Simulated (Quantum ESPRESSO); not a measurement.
**Si2W under changes of volume**

One of the cells (13.479 Å³/atom); the others are scaled copies at fixed shape and fractional positions:

```xyz
3
Lattice="-1.6069 1.6069 3.9150 1.6069 -1.6069 3.9150 1.6069 1.6069 -3.9150" Properties=species:S:1:pos:R:3 pbc="T T T"
W     0.0000    0.0000    0.0000
Si    0.0000    0.0000    5.2092
Si    0.0000    0.0000    2.6207
```

```yaml
Program: Quantum ESPRESSO 7.5
Functional: LDA
Potentials_or_basis: GBRV 1.5 LDA
Cutoff: 762 eV
Density_cutoff: 6095 eV
k_mesh: 12 × 12 × 12
Occupations: fermi-dirac, width 0.05 eV
Spin: no spin polarisation
```

| volume (Å³/atom) | energy over the lowest point (meV/atom) | pressure (GPa) |
| --- | --- | --- |
| 12.670 | 14.46 | 9.9 |
| 12.939 | 2.66 | 4.2 |
| 13.209 | 0.00 | -1.0 |
| 13.479 | 5.54 | -5.6 |
| 13.748 | 18.40 | -9.7 |
| 14.018 | ? | ? |
| 14.287 | 63.10 | -16.7 |

**Question.** What does the run at 14.018 Å³/atom give?

**Answer.** Energy over the lowest point 37.81 meV/atom; pressure -13.4 GPa.

Worked out: A Birch-Murnaghan fit of order 3 (a polynomial in V^(-2/3)) to the other rows has its minimum at 13.16 Å³/atom with B0 = V·E''(V) = 243 GPa and B' = 4.4 at fixed shape and positions, which overstates the stiffness. It gives 37.86 meV/atom at 14.018 Å³/atom, against the run's 37.81, and -dE/dV = -13.4 GPa, against -13.4.

Energies are extrapolated to zero smearing.
